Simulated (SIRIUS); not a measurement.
Input of a SIRIUS 7.12.0 run:

The input sirius.json:

```json
{
  "control": {
    "processing_unit": "cpu",
    "verbosity": 2,
    "num_bands_to_print": 15,
    "print_forces": true,
    "print_stress": true
  },
  "parameters": {
    "electronic_structure_method": "pseudopotential",
    "xc_functionals": ["XC_GGA_X_PBE_SOL", "XC_GGA_C_PBE_SOL"],
    "gk_cutoff": 9.2,
    "pw_cutoff": 18.4,
    "ngridk": [10, 10, 6],
    "shiftk": [0, 0, 0],
    "smearing": "fermi_dirac",
    "smearing_width": 0.0018374661,
    "num_bands": 15,
    "num_mag_dims": 0,
    "num_dft_iter": 100,
    "energy_tol": 1e-08,
    "density_tol": 1e-06
  },
  "iterative_solver": {
    "type": "davidson",
    "min_tolerance": 1e-10
  },
  "mixer": {
    "type": "anderson",
    "beta": 0.7,
    "max_history": 8
  },
  "settings": {
    "tol_ne": 1e-10,
    "pseudo_grid_cutoff": 6.5
  },
  "unit_cell": {
    "lattice_vectors": [
      [5.88271742596, 0.0, 0.0],
      [-2.94135871298, 5.094582734203, 0.0],
      [0.0, 0.0, 9.412725826761]
    ],
    "atom_coordinate_units": "lattice",
    "atom_types": ["Al", "N"],
    "atom_files": {
      "N": "N.json",
      "Al": "Al.json"
    },
    "atoms": {
      "Al": [
        [0.6666666667, 0.3333333333, 0.5],
        [0.3333333333, 0.6666666667, 0.0]
      ],
      "N": [
        [0.6666666667, 0.3333333333, 0.88],
        [0.3333333333, 0.6666666667, 0.38]
      ]
    }
  }
}
```

Potentials or basis: PseudoDojo 0.4.1 PBEsol standard (scalar relativistic).

Launch:

```sh
$ upf_to_json N.upf
$ upf_to_json Al.upf
$ OMP_NUM_THREADS=1 sirius.scf --input=sirius.json --output=out.json --task=0
```

Question: Predict the pressure.

Answer: 0.1 GPa.

Question: Estimate the largest force.

Answer: 0.132 eV/Å.

Question: Estimate the band gap on the k mesh.

Answer: 4.14 eV.

Stress tensor (GPa, compression positive):
```
-0.38  0.00  0.00
 0.00 -0.38  0.00
 0.00  0.00  1.15
```

**The experiment to reproduce.**

“Self-assembly of well-separated AlN nanowires directly on sputtered metallic TiN films”, 2019, arxiv:1910.07391 quotes, for a bulk crystal of AlN at 10 K: band gap 6.034 eV (an exciton energy, a little under the gap).

A measured gap of AlN is 6.034 eV (an exciton energy, a little under the gap; 10 K; quoted in “Self-assembly of well-separated AlN nanowires directly on sputtered metallic TiN films”, 2019, arxiv:1910.07391); the calculated 4.14 eV misses it by -1.90 eV. 2 values of this kind are on record (6.034 to 6.0343 eV); this one was drawn at random. The value is that of PBEsol on a finite k mesh, which can miss the band edges, without temperature or zero-point motion. Semilocal functionals fall short of measured gaps as a rule.
